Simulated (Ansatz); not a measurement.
InSe:

```xyz
4
Lattice="2.0000 1.1547 8.4400 -2.0000 1.1547 8.4400 0.0000 -2.3094 8.4400" Properties=species:S:1:pos:R:3 pbc="T T T"
In    0.0000    0.0000   22.4994
In    0.0000    0.0000    0.0000
Se    0.0000    0.0000    4.3525
Se    0.0000    0.0000    9.7102
```

Base run:

```yaml
Program: Ansatz 0.2.0
Functional: PBEsol
Potentials_or_basis: all-electron LAPW, scalar-relativistic
Cutoff: 251 eV
Density_cutoff: 1005 eV
Basis_error_allowed: 0.002 eV/atom
k_mesh: 8 × 8 × 8
Occupations: fermi-dirac, width 0.05 eV
Spin: no spin polarisation
```

Its results: band gap on the k mesh 0.35 eV, direct; pressure 0.2 GPa; largest force 0.300 eV/Å.

Task: The run is repeated on the same cell with these changes: functional from PBEsol to LDA. What comes out?

Result: Band gap on the k mesh 0.22 eV, direct; pressure -1.5 GPa; largest force 0.237 eV/Å.

LDA binds more tightly than PBEsol, so the same cell stands under less pressure.

Caveats: spin-orbit coupling is left out, which moves the levels of the heavy elements.

A k mesh can miss the band edges.

Not every run made on this cell is shown here.
